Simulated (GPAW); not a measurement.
The system is GaN.

```
CELL_PARAMETERS angstrom
3.21154 0.00000 0.00000
-1.60577 2.78127 0.00000
0.00000 0.00000 10.35684
ATOMIC_POSITIONS crystal
Ga 0.00000 0.00000 0.78587
Ga 0.66667 0.33333 0.03735
Ga 0.33333 0.66667 0.53735
Ga 0.00000 0.00000 0.28587
N 0.00000 0.00000 0.09304
N 0.66667 0.33333 0.34375
N 0.00000 0.00000 0.59304
N 0.33333 0.66667 0.84374
```

The cell is a database's computed one.

Base run:

* Program: GPAW 26.7.0
* Functional: r2SCAN
* Potentials or basis: GPAW PAW data sets (gpaw-data 1.2.1)
* Cutoff: 800 eV
* Basis: pw
* k mesh: 6 × 6 × 2
* Occupations: fermi-dirac, width 0.05 eV
* Spin: no spin polarisation

Its results: band gap on the k mesh 1.28 eV, direct; pressure -2.2 GPa; largest force 0.596 eV/Å.

Task: The run is repeated on the same cell with these changes: functional from r2SCAN to PBEsol; potentials or basis from GPAW PAW data sets (gpaw-data 1.2.1) to PAW data sets generated in the run's folder for this functional. What comes out?

Result: Band gap on the k mesh 0.83 eV, direct; pressure 0.0 GPa; largest force 0.726 eV/Å.

Caveats: the PAW data sets were made with another functional, which shifts forces and pressure a little (some runs).
